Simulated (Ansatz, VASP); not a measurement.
TiC: VASP beside Ansatz

File INCAR:

```
ALGO = Normal
EDIFF = 1E-6
EDIFFG = -0.005
ENCUT = 600
GGA = PE
IBRION = 2
ISIF = 3
ISMEAR = 0
LASPH = T
LCHARG = F
LREAL = F
LWAVE = F
NELM = 100
NSW = 100
PREC = Accurate
SIGMA = 0.1
```

File KPOINTS:

```
k-points
0
Gamma
  16 16 16
```

POSCAR

```
TiC
1.0
    0.0000000000      2.1593000000      2.1593000000
    2.1593000000      0.0000000000      2.1593000000
    2.1593000000      2.1593000000      0.0000000000
Ti C
1 1
Direct
    0.0000000000      0.0000000000      0.0000000000
    0.5000000000      0.5000000000      0.5000000000
```

Input for Ansatz:

```yaml
crystal:
  lattice:
    - [0.0, 2.1593, 2.1593]
    - [2.1593, 0.0, 2.1593]
    - [2.1593, 2.1593, 0.0]
  atoms:
    - { symbol: Ti, position: [0.0, 0.0, 0.0] }
    - { symbol: C, position: [0.5, 0.5, 0.5] }
basis:
  ecutwfc: 420
kpoints:
  mp_grid: { grid: [16, 16, 16] }
hamiltonian:
  xc: pbe
scf:
  occupations: { method: gaussian, width: 0.1 }
output:
  forces: true
  stress: true
  eigenvalues: true
  write_density: true
  write_potential: true
  elf: true
  volumetric_format: npy
relax:
  adjacent_minimum: "off"
  f_tol: 0.005
  max_steps: 80
  cell: { stress_tol: 0.05 }
```

Alike in both runs: task relaxation of cell and atoms; functional PBE; k mesh 16 × 16 × 16; occupations gaussian, width 0.1 eV; no spin polarisation.

|  | VASP | Ansatz |
| --- | --- | --- |
| version | VASP 6.6.1 | Ansatz 0.2.0 |
| potentials or method | VASP PAW PBE potentials, release 64 (Ti_sv, C) | scalar-relativistic, plane waves, PAW |
| plane-wave cutoff (eV) | 600 | 420 |
| valence electrons in the cell | 16 | 16 |

```csv
,VASP,Ansatz,Ansatz less VASP
"gap on the k mesh at the Fermi level, each at its own relaxed structure (eV)",none,none,-
relaxed volume (Å³/atom),10.17,10.17,-0.005
relaxed cell length with the largest relative difference (Å),3.064,3.064,-0.0005
```

A gap of «none» marks a metal or a gap that the smearing closes.

PBE usually gives volumes a little too large and moduli too small. Zero-point motion and thermal expansion aren't in these numbers.
